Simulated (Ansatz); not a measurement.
Sb:

```xyz
1
Lattice="3.1600 0.0000 0.0000 0.0000 3.1600 0.0000 0.0000 0.0000 3.1600" Properties=species:S:1:pos:R:3 pbc="T T T"
Sb    0.0000    0.0000    0.0000
```

This isn't the form of Sb at room conditions, which is rhombohedral.

- Program: Ansatz 0.2.0
- Task: relaxation of cell and atoms
- Functional: HSE06
- Potentials or basis: Ansatz PAW
- Cutoff: 420 eV (not typed: the program's choice for these potentials)
- k mesh: 4 × 4 × 4
- Occupations: fermi-dirac, width 0.05 eV
- Spin: no spin polarisation

At the start: volume 31.55 Å³/atom.

Q: How do energy, volume and symmetry change on relaxing?

A: It ends after 7 steps and the volume is 28.39 Å³/atom (-10.0 %); space group Pm-3m (No. 221, to 0.05 Å).

The path:
```
step  energy change (eV)  largest force (eV/Å)  volume (Å³)
   1              0.0000                0.0000        31.55
   2             -0.0498                0.0000        27.24
   3             -0.0596                0.0000        28.66
   4             -0.0602                0.0000        28.42
   5             -0.0595                0.0000        28.42
   6             -0.0595                0.0000        28.39
   7             -0.0594                0.0000        28.39
```

Final structure:
```cif
data_structure
_symmetry_space_group_name_H-M 'P 1'
_symmetry_Int_Tables_number 1
_cell_length_a 3.0508
_cell_length_b 3.0508
_cell_length_c 3.0508
_cell_angle_alpha 90.000
_cell_angle_beta 90.000
_cell_angle_gamma 90.000
_cell_volume 28.39
loop_
_atom_site_label
_atom_site_type_symbol
_atom_site_fract_x
_atom_site_fract_y
_atom_site_fract_z
_atom_site_occupancy
Sb1 Sb 0.00000 0.00000 0.00000 1
```

Caveat: the k mesh is coarse (spacing up to 0.50 Å⁻¹), so the values aren't converged, least of all with exact exchange; the plane-wave basis is chosen anew once the cell has moved, so the energies of steps on either side of that aren't comparable; the volume moved by -10 % from the deposited cell, more than functionals usually miss; the PAW data sets come from PBE, with cores solved anew for the run's functional, which leaves a small shift of forces and pressure.
